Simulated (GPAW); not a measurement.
# Zn (P-1) in GPAW: relaxation of the atoms with vdW-DF2

Aim: the relaxation of the atoms of Zn with vdW-DF2.

Program: GPAW 26.7.0. These are calculated values, not measurements. Logs are shortened: lines on timing, memory, paths and dates and some standing lists are left out, and cuts for length are marked. The log counts tension as positive stress, the text compression.

## Step 1: The cell of the first run

The typed cell holds 2 atoms: a = 3.018 Å, b = 3.112 Å, c = 3.041 Å, α = 90.33°, β = 87.95°, γ = 89.82°.

This isn't the form of Zn at room conditions, which is hcp.

## Step 2: Relaxation of the atoms, vdW-DF2

Contents of run.py:

```python
from ase import Atoms
from ase.io import write
from ase.optimize import BFGS
from ase.units import Bohr
from gpaw import GPAW, PW
from gpaw.elf import elf_from_dft_calculation

atoms = Atoms(['Zn', 'Zn'],
              cell=[[-0.00488056, -3.01739289, -0.05414719],
                    [-3.11229509, -0.00488056, 0.00884032],
                    [0.00884032, -0.05414719, -3.04092223]],
              scaled_positions=[[0.49513963, 0.5027151, 0.50795587],
                                [0.00486037, 0.9972849, 0.99204413]],
              pbc=True)

calc = GPAW(mode=PW(600),
            xc={'name': 'vdW-DF2', 'backend': 'libvdwxc'},
            kpts={'size': (8, 7, 8), 'gamma': True},
            occupations={'name': 'fermi-dirac', 'width': 0.05},
            nbands=21,
            convergence={'density': 1e-05, 'energy': 1e-05},
            maxiter=150,
            txt='gpaw.txt')
atoms.calc = calc
opt = BFGS(atoms, trajectory='relax.traj', logfile='-')
done = opt.run(fmax=0.05, steps=60)
calc.write('gs.gpw')
write('result.traj', atoms)
print('Converged:', done)
print('Cell:', atoms.cell.cellpar().round(4))
print('Volume:', round(atoms.get_volume(), 4))
print(atoms.get_scaled_positions().round(5))

# fields on the real-space grid
write('density.cube', atoms, data=calc.get_pseudo_density() * Bohr**3)
write('potential.cube', atoms, data=calc.get_electrostatic_potential())
write('elf.cube', atoms, data=elf_from_dft_calculation(calc).data)
```

Potentials or basis: GPAW PAW data sets (gpaw-data 1.2.1), pw.

Started as:

```console
$ OMP_NUM_THREADS=1 python run.py
```

gpaw.txt:

```text
__  _  _
 | _ |_)|_||  |
 |__||  | ||/\| - 26.7.0

Input parameters:
  mode=PW(ecut=600.0),
  convergence={'density': 1e-05, 'energy': 1e-05},
  kpts=MonkhorstPack(size=(8, 7, 8), gamma=True),
  maxiter=150,
  nbands=21,
  occupations=Occupations(name='fermi-dirac', width=0.05),
  xc=XC(name='vdW-DF2', backend='libvdwxc')

Diagonalizing LCAO Hamiltonian
Converting LCAO to pw mode

           Zn

        Zn

Atoms  # Å, Bohr magnetons
|   | symbol |         x |         y |         z |    initial magnetic moments |
|---|--------|-----------|-----------|-----------|-----------------------------|
| 0 |     Zn | -1.562524 | -1.523989 | -1.567021 | ( 0.0000,  0.0000,  0.0000) |
| 1 |     Zn | -3.095099 | -0.073249 | -3.008176 | ( 0.0000,  0.0000,  0.0000) |

Unit cell  # Å
| periodic |         x |         y |         z |  lengths |    angles |
|----------|-----------|-----------|-----------|----------|-----------|
|      yes | -0.004881 | -3.017393 | -0.054147 | 3.017883 | 90.327658 |
|      yes | -3.112295 | -0.004881 |  0.008840 | 3.112311 | 87.952106 |
|      yes |  0.008840 | -0.054147 | -3.040922 | 3.041417 | 89.820427 |

Number of symmetries: 1
Symmetry operations  # r_c * U_cc + t_c -> r_c
|   | kind |            matrix            |
|---|------|------------------------------|
| 0 |  E   |  1, 0, 0,  0, 1, 0,  0, 0, 1 |

BZ-sampling:
  Number of BZ points: 448
  Number of IBZ points: 226

  Monkhorst-Pack size: [8, 7, 8]
  Monkhorst-Pack shift: [0.0625, 0.0, 0.0625]

K-points  # in reciprocal-cell coordinates
|     |                                coordinates |     weight |
|-----|--------------------------------------------|------------|
|   0 | (  0.00000000,   0.00000000,   0.00000000) | 0.00223214 |
|   1 | (  0.00000000,   0.00000000,   0.12500000) | 0.00446429 |
|   2 | (  0.00000000,   0.00000000,   0.25000000) | 0.00446429 |
|   3 | (  0.00000000,   0.00000000,   0.37500000) | 0.00446429 |
|   4 | (  0.00000000,   0.00000000,   0.50000000) | 0.00223214 |
|   5 | (  0.00000000,   0.14285714,  -0.37500000) | 0.00446429 |
|   6 | (  0.00000000,   0.14285714,  -0.25000000) | 0.00446429 |
|   7 | (  0.00000000,   0.14285714,  -0.12500000) | 0.00446429 |
|   8 | (  0.00000000,   0.14285714,   0.00000000) | 0.00446429 |
|   9 | (  0.00000000,   0.14285714,   0.12500000) | 0.00446429 |
| ... |                                            |            |
| 225 | (  0.50000000,   0.42857143,   0.50000000) | 0.00446429 |

Plane wave coefficients: 970
Cutoff: 600.0 eV

Spin-components: 1 (collinear spins)
Bands:           21
Projectors:      12
Spin-degeneracy: 2
Datatype:        complex128

Parallelization:
  kpt:    1
  domain: 1
  band:   1

Density:
  Valence electrons: 24.0
  Components: 1
  Grid points: [18 18 18]
  Charge: 0.0  # |e|

Potential:
  Grid points: [18 18 18]

species:
  Zn:
    name:    Zinc
    Z:       30.0
    valence: 12
    core:    18
    charge:  0.0  # [|e|]
    compensation charges:
      type: gauss
      rc: 0.37  # [Å]
      lmax: 2
    cutoffs:
      filter: 2.14  # [Å]
      core: 2.28  # [Å]
    projectors
    | kind |    occ | energy [eV] | rcut [Å] |
    |------|--------|-------------|----------|
    |   4s |  2.000 |      -5.977 |    1.286 |
    |   4p |  0.000 |      -1.117 |    1.270 |
    |   3d | 10.000 |     -10.142 |    1.180 |
    |    s |        |      21.234 |    1.286 |
    |    p |        |      26.095 |    1.270 |
    |    d |        |      17.070 |    1.180 |

    Using partial waves for Zn as LCAO basis

Reference energy: -97722.653306  # eV

eigensolver:
  PPCG
  Converge bands: occupied
  niter=2

density mixing:
  MSR1-Mixer
  Pratt-step length: 0.05
  Maximum mixing coefficient: 0.75
  Old densities: 10
  SVD Regularization: 0.005
  Good broyden scale: 1.0
  Trust region scale: 1.0
  Backstep threshold: 4.0
  History deletion threshold: 6.0
  Fourier metric: weight=20.0, sigma=0.015

occupation numbers:
  Fermi-Dirac:
    width: 0.0500  # eV

poisson solver:
  ecut: 4800.0  # eV

xc functional:
  name: vdW-DF2 with libvdwxc
  Mode: serial
  Semilocal: GGA_X_RPW86+LDA_C_PW with 2 nearest neighbor stencil
  Local blocksize: 36 x 36 x 36
  PAW datasets: PBE

convergence criteria:
- Maximum integral of absolute [dens]ity change: 1e-05 electrons / valence electron
- Maximum [total energy] change in last 3 cyles: 1e-05 eV / valence electron
- Maximum integral of absolute [eigenst]ate change: 4e-08 eV^2 / valence electron
maximum number of iterations: 150

SCF iterations
|iter     | |      energy | eigst |  dens |
|---------|-|-------------|-------|-------|
|iter:   1| | -126.852942 | +0.30 |       |
|iter:   2| | -126.808566 | -2.61 | -1.55 |
|iter:   3| | -126.678840 | -1.68 | -1.60 |
|iter:   4| | -126.673326 | -2.99 | -2.10 |
|iter:   5| | -126.672365 | -2.76 | -2.35 |
|iter:   6| | -126.672361 | -4.31 | -3.34 |
|iter:   7| | -126.672369c| -4.62 | -3.64 |
|iter:   8| | -126.672369c| -6.95 | -4.45 |
|iter:   9| | -126.672369c| -8.16c| -4.86 |
|iter:  10| | -126.672369c| -7.88c| -5.12c|

Converged in 10 steps
Energy contributions relative to reference atoms: (reference = -97722.653306)

Energy contributions:
  Kinetic:           3.968073
  Coulomb:           0.964143
  Zero:             -0.164169
  External:          0.000000
  Xc:             -131.437549
  Entropy:          -0.005733
  Spinorbit:         0.000000
  ----------------------------
  Free energy:    -126.675236
  Extrapolated:   -126.672369

dipole moment: (-5.916489, 5.619639, -5.607257)  # |e|*Ang

Fermi level: 7.604
Eigenvalues  # (at kpt = [0.000, 0.000, 0.000])
| band index |      eig [eV] | occ [0-2] |
|------------|---------------|-----------|
|          0 |        -3.265 |     2.000 |
|        ... |               |           |
|          3 |        -0.752 |     2.000 |
|          4 |        -0.631 |     2.000 |
|          5 |        -0.613 |     2.000 |
|          6 |        -0.141 |     2.000 |
|          7 |        -0.086 |     2.000 |
|          8 |         0.134 |     2.000 |
[... 8 lines left out ...]
|         17 |        26.955 |     0.000 |
|         18 |        27.156 |     0.000 |
|        ... |               |           |
|         20 |        28.885 |     0.000 |

No gap
No difference between direct/indirect transitions

Forces  # eV/Ang
|        x |        y |        z |
|----------|----------|----------|
|  0.07039 | -0.13462 |  0.19880 |  # Zn   0
| -0.07039 |  0.13461 | -0.19880 |  # Zn   1
[... 123 lines left out ...]
Energy contributions:
  Kinetic:           3.900325
  Coulomb:           1.017965
  Zero:             -0.164204
  External:          0.000000
  Xc:             -131.430968
  Entropy:          -0.005586
  Spinorbit:         0.000000
  ----------------------------
  Free energy:    -126.682468
  Extrapolated:   -126.679675

dipole moment: (-5.979231, -5.913331, -5.933309)  # |e|*Ang

Fermi level: 7.602
Eigenvalues  # (at kpt = [0.000, 0.000, 0.000])
| band index |      eig [eV] | occ [0-2] |
|------------|---------------|-----------|
|          0 |        -3.264 |     2.000 |
|        ... |               |           |
|          3 |        -0.745 |     2.000 |
|          4 |        -0.630 |     2.000 |
|          5 |        -0.613 |     2.000 |
|          6 |        -0.138 |     2.000 |
|          7 |        -0.084 |     2.000 |
|          8 |         0.139 |     2.000 |
[... 8 lines left out ...]
|         17 |        26.948 |     0.000 |
|         18 |        27.152 |     0.000 |
|        ... |               |           |
|         20 |        28.883 |     0.000 |

No gap
No difference between direct/indirect transitions

Forces  # eV/Ang
|        x |        y |        z |
|----------|----------|----------|
|  0.00183 |  0.00695 |  0.00545 |  # Zn   0
| -0.00183 | -0.00695 | -0.00545 |  # Zn   1

# Writing to gs.gpw (mode='')
```

stdout:

```text
Step          Energy          fmax
BFGS:    0     -126.675236        0.250195
BFGS:    1     -126.676914        0.219156
BFGS:    2     -126.682468        0.009020
Converged: True
Cell: [ 3.0179  3.1123  3.0414 90.3277 87.9521 89.8204]
Volume: 28.5479
[[0.50038 0.50008 0.5003 ]
 [0.99962 0.99992 0.9997 ]]
```

It took 3.5 min on 1 thread of Arm Neoverse V1, shared host; peak memory 0.25 GiB.

What came out:

```yaml
Free_energy: -126.6825 eV
Energy_gained_by_relaxing: 3.7 meV/atom
Ionic_steps: 3
Largest_force_after_relaxing: 0.009 eV/Å
Band_gap_on_the_k_mesh: none (metal or under the smearing width)
```

Forces in eV/Å, atoms in the order of the input:
```
Zn   0.002  0.007  0.005
Zn  -0.002 -0.007 -0.005
```

The path:
```tsv
step	energy change (eV)	largest force (eV/Å)
1	0.0000	0.2502
2	-0.0017	0.2192
3	-0.0073	0.0090
```

Final structure:
```yaml
crystal:
  lattice:
    - [-0.00488, -3.01739, -0.05415]
    - [-3.11230, -0.00488, 0.00884]
    - [0.00884, -0.05415, -3.04092]
  atoms:
    - { symbol: Zn, position: [0.50038, 0.50008, 0.50030] }
    - { symbol: Zn, position: [0.99962, 0.99992, 0.99970] }
```

Caveat: later steps reuse the first step's grids; the PAW data sets were made with another functional, which shifts forces and pressure a little.
